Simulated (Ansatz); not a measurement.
# Rhodium, fcc under PBEsol: ground state and equation of state, part 2 of 2

The plan for rhodium in the fcc structure: relax it, solve it on a dense k-mesh, switch on spin-orbit coupling, then scale the cell to 7 volumes from 88 to 112 % of the relaxed one and try a fit of the equation of state. The k-meshes are 14×14×14 for the relaxation; 23×23×23 for the dense run; 14×14×14 for spin-orbit coupling; 23×23×23 for the volumes. The starting cell is the deposited one, from the Crystallography Open Database.

Ansatz 0.2.0; DFT, PBEsol, plane waves (420 eV) with PAW, scalar-relativistic. The steps go on from the part before.

## 7. Equation of state: 96 %

input.yaml

```yaml
crystal:
  lattice:
    - [0.0, 1.8652857352, 1.8652857352]
    - [1.8652857352, 0.0, 1.8652857352]
    - [1.8652857352, 1.8652857352, 0.0]
  atoms:
    - { symbol: Rh, position: [0.0, 0.0, 0.0] }
hamiltonian:
  xc: pbesol
  pseudopotentials:
    kind: paw
    azcp:
      Rh: "pseudopotentials/Rh.paw.azcp"
basis:
  ecutwfc: 420
  fft_grid_basis: typed
kpoints:
  mp_grid: { grid: [23, 23, 23], shift: [0, 0, 0] }
magnetization:
  spin_polarized: false
scf:
  occupations: { method: fermi_dirac, width: 0.1 }
output:
  stress: true
```

What it wrote, shortened:

```text
Warning: <dir> the record states the generating functional pbe (its physics header spells it `PBE`), which answers neither for hamiltonian.xc's functional nor for the pbesol family's — results may be inconsistent (PPs are generated against a specific XC)
Warning: RAYON_NUM_THREADS=4 ignored (pool sized by the plan → 4); use --threads N
[...]
Pseudopotentials: kind: paw
Pseudopotential: Rh, paw, valence charge 17, recommended cutoff 420 eV (normal), <dir>
Functional definition: PBEsol
[...]
Crystal: 1 atoms, lattice volume = 12.980 Å³
Basis set: ecut = 420 eV, 259 PW (Γ)
Bands: 13, of which v1, the nominal top of the filled ones, is band 9 counted from 1 (8 counted from 0)
Symmetry: 48 space group operations
Space group: Fm-3m (ITA 225), of the structure as read, at distance tolerance 2.4e-5 Å
k-points: 364 of 12167
[...]
SCF iter   1: F=—  HF=-6338.747890 eV  |F-HF|=—  |Δ(HF+E_count)|=         —  Δρ=9.49e-3  dr2=8.88e-3  ethr=1.77e-3  ⟨swp⟩=4.9  Hψ=26262  notcnv=0
[...]
SCF iter   6: F=-6338.745149 eV  HF=-6338.745149 eV  |F-HF|=1.89e-10  |Δ(HF+E_count)|=   1.85e-9  Δρ=4.13e-6  dr2=4.81e-10  ethr=5.58e-11  ⟨swp⟩=2.1  Hψ=14163  notcnv=0
[...]
SCF converged after 6 iterations
Free energy (F): -6338.745149 eV
[...]
E sigma→0 (E₀):  -6338.725266 eV
Entropy (-TS):   -0.039765 eV (-39.765 meV/atom)
Fermi energy:    23.941697 eV
[...]
--- Stress (GPa, compression-positive) ---
       13.269123       0.000000      -0.000000
        0.000000      13.269123       0.000000
       -0.000000       0.000000      13.269123
  P = ⅓ Tr σ = 13.2691 GPa (132.691 kbar)
```

Run time: 1.7 s. Hardware: 4 threads of an Arm CPU, shared host; peak memory 0.33 GiB.

## 8. Equation of state: 100 %

input.yaml, as its differences from that of step 7:

```diff
@@ -2,5 +2,5 @@
   lattice:
-    - [0.0, 1.8652857352, 1.8652857352]
-    - [1.8652857352, 0.0, 1.8652857352]
-    - [1.8652857352, 1.8652857352, 0.0]
+    - [0.0, 1.8908407701, 1.8908407701]
+    - [1.8908407701, 0.0, 1.8908407701]
+    - [1.8908407701, 1.8908407701, 0.0]
   atoms:
```

What it wrote, shortened:

```text
Warning: <dir> the record states the generating functional pbe (its physics header spells it `PBE`), which answers neither for hamiltonian.xc's functional nor for the pbesol family's — results may be inconsistent (PPs are generated against a specific XC)
Warning: RAYON_NUM_THREADS=4 ignored (pool sized by the plan → 4); use --threads N
[...]
[... 3 set-up lines as earlier in the session ...]
[...]
Crystal: 1 atoms, lattice volume = 13.521 Å³
Basis set: ecut = 420 eV, 259 PW (Γ)
Bands: 13, of which v1, the nominal top of the filled ones, is band 9 counted from 1 (8 counted from 0)
[... 2 set-up lines as earlier in the session ...]
k-points: 364 of 12167
[...]
SCF iter   1: F=—  HF=-6338.769601 eV  |F-HF|=—  |Δ(HF+E_count)|=         —  Δρ=9.49e-3  dr2=9.69e-3  ethr=1.77e-3  ⟨swp⟩=4.9  Hψ=26003  notcnv=0
[...]
SCF iter   6: F=-6338.766602 eV  HF=-6338.766602 eV  |F-HF|=2.73e-10  |Δ(HF+E_count)|=  7.19e-11  Δρ=4.88e-6  dr2=7.07e-10  ethr=8.69e-11  ⟨swp⟩=2.0  Hψ=14261  notcnv=0
[...]
SCF converged after 6 iterations
Free energy (F): -6338.766602 eV
[...]
E sigma→0 (E₀):  -6338.745178 eV
Entropy (-TS):   -0.042848 eV (-42.848 meV/atom)
Fermi energy:    22.721863 eV
[...]
--- Stress (GPa, compression-positive) ---
       -0.012116      -0.000000      -0.000000
       -0.000000      -0.012116      -0.000000
       -0.000000      -0.000000      -0.012116
  P = ⅓ Tr σ = -0.0121 GPa (-0.121 kbar)
```

It took 1.8 s on 4 threads of an Arm CPU, shared host; peak memory 0.33 GiB.

## 9. Equation of state: 104 %

input.yaml, as its differences from that of step 8:

```diff
@@ -2,5 +2,5 @@
   lattice:
-    - [0.0, 1.8908407701, 1.8908407701]
-    - [1.8908407701, 0.0, 1.8908407701]
-    - [1.8908407701, 1.8908407701, 0.0]
+    - [0.0, 1.9157231074, 1.9157231074]
+    - [1.9157231074, 0.0, 1.9157231074]
+    - [1.9157231074, 1.9157231074, 0.0]
   atoms:
```

What it wrote, shortened:

```text
Warning: <dir> the record states the generating functional pbe (its physics header spells it `PBE`), which answers neither for hamiltonian.xc's functional nor for the pbesol family's — results may be inconsistent (PPs are generated against a specific XC)
Warning: RAYON_NUM_THREADS=4 ignored (pool sized by the plan → 4); use --threads N
[...]
[... 3 set-up lines as earlier in the session ...]
[...]
Crystal: 1 atoms, lattice volume = 14.061 Å³
Basis set: ecut = 420 eV, 283 PW (Γ)
Bands: 13, of which v1, the nominal top of the filled ones, is band 9 counted from 1 (8 counted from 0)
[... 2 set-up lines as earlier in the session ...]
k-points: 364 of 12167
[...]
SCF iter   1: F=—  HF=-6338.751679 eV  |F-HF|=—  |Δ(HF+E_count)|=         —  Δρ=9.62e-3  dr2=1.09e-2  ethr=1.77e-3  ⟨swp⟩=4.9  Hψ=25960  notcnv=0
[...]
SCF iter   6: F=-6338.748307 eV  HF=-6338.748307 eV  |F-HF|=2.16e-10  |Δ(HF+E_count)|=   1.98e-9  Δρ=4.90e-6  dr2=6.60e-10  ethr=1.06e-10  ⟨swp⟩=1.4  Hψ=14267  notcnv=0
[...]
SCF converged after 6 iterations
Free energy (F): -6338.748307 eV
[...]
E sigma→0 (E₀):  -6338.725273 eV
Entropy (-TS):   -0.046067 eV (-46.067 meV/atom)
Fermi energy:    21.596264 eV
[...]
--- Stress (GPa, compression-positive) ---
      -10.400919      -0.000000       0.000000
        0.000000     -10.400919      -0.000000
       -0.000000      -0.000000     -10.400919
  P = ⅓ Tr σ = -10.4009 GPa (-104.009 kbar)
```

Run time: 1.8 s. Hardware: 4 threads of an Arm CPU, shared host; peak memory 0.33 GiB.

## 10. Equation of state: 108 %

input.yaml, as its differences from that of step 9:

```diff
@@ -2,5 +2,5 @@
   lattice:
-    - [0.0, 1.9157231074, 1.9157231074]
-    - [1.9157231074, 0.0, 1.9157231074]
-    - [1.9157231074, 1.9157231074, 0.0]
+    - [0.0, 1.9399753415, 1.9399753415]
+    - [1.9399753415, 0.0, 1.9399753415]
+    - [1.9399753415, 1.9399753415, 0.0]
   atoms:
```

What it wrote, shortened:

```text
Warning: <dir> the record states the generating functional pbe (its physics header spells it `PBE`), which answers neither for hamiltonian.xc's functional nor for the pbesol family's — results may be inconsistent (PPs are generated against a specific XC)
Warning: RAYON_NUM_THREADS=4 ignored (pool sized by the plan → 4); use --threads N
[...]
[... 3 set-up lines as earlier in the session ...]
[...]
Crystal: 1 atoms, lattice volume = 14.602 Å³
Basis set: ecut = 420 eV, 283 PW (Γ)
Bands: 13, of which v1, the nominal top of the filled ones, is band 9 counted from 1 (8 counted from 0)
[... 2 set-up lines as earlier in the session ...]
k-points: 364 of 12167
[...]
SCF iter   1: F=—  HF=-6338.702746 eV  |F-HF|=—  |Δ(HF+E_count)|=         —  Δρ=9.78e-3  dr2=1.22e-2  ethr=1.77e-3  ⟨swp⟩=4.8  Hψ=25940  notcnv=0
[...]
SCF iter   6: F=-6338.698962 eV  HF=-6338.698962 eV  |F-HF|=1.60e-10  |Δ(HF+E_count)|=   3.60e-9  Δρ=4.66e-6  dr2=5.77e-10  ethr=1.15e-10  ⟨swp⟩=2.1  Hψ=14379  notcnv=0
[...]
SCF converged after 6 iterations
Free energy (F): -6338.698962 eV
[...]
E sigma→0 (E₀):  -6338.674255 eV
Entropy (-TS):   -0.049414 eV (-49.414 meV/atom)
Fermi energy:    20.554694 eV
[...]
--- Stress (GPa, compression-positive) ---
      -18.493296       0.000000      -0.000000
        0.000000     -18.493296      -0.000000
       -0.000000      -0.000000     -18.493296
  P = ⅓ Tr σ = -18.4933 GPa (-184.933 kbar)
```

Wall time 1.8 s (4 threads of an Arm CPU, shared host); peak memory 0.34 GiB.

## 11. Equation of state: 112 %

input.yaml, as its differences from that of step 10:

```diff
@@ -2,5 +2,5 @@
   lattice:
-    - [0.0, 1.9399753415, 1.9399753415]
-    - [1.9399753415, 0.0, 1.9399753415]
-    - [1.9399753415, 1.9399753415, 0.0]
+    - [0.0, 1.9636359093, 1.9636359093]
+    - [1.9636359093, 0.0, 1.9636359093]
+    - [1.9636359093, 1.9636359093, 0.0]
   atoms:
```

What it wrote, shortened:

```text
Warning: <dir> the record states the generating functional pbe (its physics header spells it `PBE`), which answers neither for hamiltonian.xc's functional nor for the pbesol family's — results may be inconsistent (PPs are generated against a specific XC)
Warning: RAYON_NUM_THREADS=4 ignored (pool sized by the plan → 4); use --threads N
[...]
[... 3 set-up lines as earlier in the session ...]
[...]
Crystal: 1 atoms, lattice volume = 15.143 Å³
Basis set: ecut = 420 eV, 307 PW (Γ)
Bands: 13, of which v1, the nominal top of the filled ones, is band 9 counted from 1 (8 counted from 0)
[... 1 set-up line as earlier in the session ...]
Space group: Fm-3m (ITA 225), of the structure as read, at distance tolerance 2.5e-5 Å
k-points: 364 of 12167
[...]
SCF iter   1: F=—  HF=-6338.629730 eV  |F-HF|=—  |Δ(HF+E_count)|=         —  Δρ=9.96e-3  dr2=1.36e-2  ethr=1.77e-3  ⟨swp⟩=4.9  Hψ=26010  notcnv=0
[...]
SCF iter   6: F=-6338.625502 eV  HF=-6338.625502 eV  |F-HF|=4.91e-11  |Δ(HF+E_count)|=   4.75e-9  Δρ=1.25e-6  dr2=5.84e-11  ethr=8.14e-11  ⟨swp⟩=1.9  Hψ=14229  notcnv=0
[...]
SCF converged after 6 iterations
Free energy (F): -6338.625502 eV
[...]
E sigma→0 (E₀):  -6338.599064 eV
Entropy (-TS):   -0.052878 eV (-52.878 meV/atom)
Fermi energy:    19.588346 eV
[...]
--- Stress (GPa, compression-positive) ---
      -24.757759      -0.000000       0.000000
       -0.000000     -24.757759      -0.000000
        0.000000      -0.000000     -24.757759
  P = ⅓ Tr σ = -24.7578 GPa (-247.578 kbar)
```

Run time: 1.8 s. Hardware: 4 threads of an Arm CPU, shared host; peak memory 0.34 GiB.

## 12. The equation of state

All volumes keep the relaxed shape and fractional coordinates.

```tsv
V (Å³/atom)	E − E₀ (meV/atom)	P from the stress (GPa)	P from the fit (GPa)
11.898	226.2	51.81	51.50
12.439	90.7	30.21	29.77
12.980	19.9	13.27	12.80
13.521	0.0	-0.01	-0.47
14.061	19.9	-10.40	-10.87
14.602	70.9	-18.49	-19.00
15.143	146.1	-24.76	-25.34
```

Fit (Birch-Murnaghan, third order): V₀ = 13.499 Å³/atom, B₀ = 295 GPa, B₀′ = 5.1, largest residual 0.06 meV/atom.

The fit is made to E(σ → 0), while the stress belongs to the free energy F; that is one source of the offset between the two pressures.

## 13. What came out

This closing draws on all 2 parts.

```
                      quantity                         value
space group (spins left aside)               Fm-3m (No. 225)
             conventional cell                   a = 3.782 Å
                        volume                13.521 Å³/atom
             shortest distance                       2.674 Å
   against the measured volume       -1.7 % (13.752 Å³/atom)
               gap on the mesh  none (levels filled in part)
                   V₀, B₀, B₀′  13.499 Å³/atom, 295 GPa, 5.1
```

What this shows: The relaxed volume lies 1.7 % below the deposited cell. The deposited cell holds zero-point motion and, unless taken cold, thermal expansion, which account for some of this. No gap shows: it is a metal or semimetal at this level. The total energy of the spin-orbit run lies -1.8 eV/atom from the scalar one, but the two kinds of run don't share a zero of energy: only differences within one kind count. B₀ comes out at 295 GPa, among the stiffest elements.
